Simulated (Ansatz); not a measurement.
Space group Fm-3m (No. 225). a = 7.017 Å, b = 7.017 Å, c = 7.017 Å, α = 90.00°, β = 90.00°, γ = 90.00°
| atom | site | symmetry | x | y | z |
| --- | --- | --- | --- | --- | --- |
| Rb | 4a | m-3m | 0.0000 | 0.0000 | 0.0000 |
| Br | 4b | m-3m | 0.5000 | 0.0000 | 0.0000 |

Equation of state of this RbBr structure (not necessarily the ground state), with shape and atoms relaxed at each volume where symmetry leaves them free. These are results of Ansatz, DFT PBE, scalar-relativistic, plane waves, PAW, not measurements.

Plane waves to 420 eV, a k mesh through Γ of 6×6×6 on the computed 2-atom cell and Gaussian smearing (0.02 eV); no spin polarisation.

```
V (Å³/atom) E − E(largest V) (meV/atom) P (GPa) gap on mesh (eV)
     38.011                        16.58     2.09              4.52
     39.307                         2.51     1.42              4.43
     40.603                        -6.62     0.86              4.34
     41.899                       -11.62     0.39              4.26
     43.195                       -13.17     0.00              4.19
     44.491                       -11.84    -0.32              4.12
     45.786                        -8.09    -0.60              4.06
     47.514                         0.00    -0.89              3.98
```

Problem. Fit a third-order Birch–Murnaghan equation to E(V).

Solution. V0 = 43.20 Å³/atom, B0 = 12 GPa, B0' = 4.9.